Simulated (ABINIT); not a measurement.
A run of ABINIT 10.8.3 (patched build):

The input run.abi:

```
# Pseudopotentials
pp_dirpath "./"
pseudos "Mo.hgh, S.hgh"

# Structure
acell 3.2274645616 3.2274645615 6.31247342 Angstrom
rprim
     1.0000000000     0.0000000000     0.0000000000
    -0.5000000000     0.8660254038     0.0000000000
     0.0000000000     0.0000000000     1.0000000000
ntypat 2
znucl 42 16
natom 3
typat 1 2 2
xcart
     0.0000000000     0.0000000000     5.9644229664
     3.0495120495     1.7606366023     8.8831811008
    -0.0000000003     3.5212732051     3.0456648319

# Plane-wave basis
ecut 870.764360 eV

# k points
kptopt 1
ngkpt 7 7 3
nshiftk 1
shiftk 0.0 0.0 0.0

# Exchange and correlation
ixc 7

# Bands and occupations
nband 13
occopt 3
tsmear 0.05 eV

# SCF cycle
nstep 100
tolvrs 1.0e-10

# Output
iomode 3
prtwf 0
prtden 0
prteig 0
prtebands 0
enunit 2
prtvol 2
```

Potentials or basis: HGH LDA.

Command:

```sh
$ abinit run.abi > log 2>&1
```

Hardware: 1 thread of Arm Neoverse V2, with other jobs on the host.

Q: How long does it take, and how much memory?

A: Run time: 22 s on 1 thread of Arm Neoverse V2 (shared host), peak memory 0.07 GiB. Counts: scf iterations 11, mpi ranks 1, k points 20, bands 13, plane waves 3336.
